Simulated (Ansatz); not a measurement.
The system is TiTe2.

```
Ti Te
1.0
     3.02557    0.00000    0.00000
     0.00000    3.02557    0.00000
     0.00000    0.00000    9.30163
Ti Te
1 2
Direct
  0.00000 0.00000 0.00000
  0.00000 0.00000 0.29431
  0.00000 0.00000 0.70569
```

The cell was built by a generator and needn't be a form met in nature.

Base run:

```yaml
Program: Ansatz 0.2.0
Functional: LDA
Potentials_or_basis: Ansatz PAW
Cutoff: 420 eV
Density_cutoff: 1680 eV
k_mesh: 9 × 9 × 3
Occupations: fermi-dirac, width 0.05 eV
Spin: no spin polarisation
Hubbard_terms: Ti d U = 2 eV
```

Its results: band gap on the k mesh none (metal or under the smearing width); pressure 0.1 GPa; largest force 0.108 eV/Å.

Problem. The run is repeated on the same cell with these changes: hubbard terms from Ti d U = 2 eV to Ti d U = 6 eV. What comes out?

Solution. Band gap on the k mesh none (metal or under the smearing width); pressure 6.2 GPa; largest force 0.565 eV/Å.

Caveats: U without spin polarisation on a metal has little footing; the PAW data sets come from PBE, with cores solved anew for the run's functional, which leaves a small shift of forces and pressure; the U is typed as a test and isn't derived for this compound.

Not every run made on this cell is shown here.
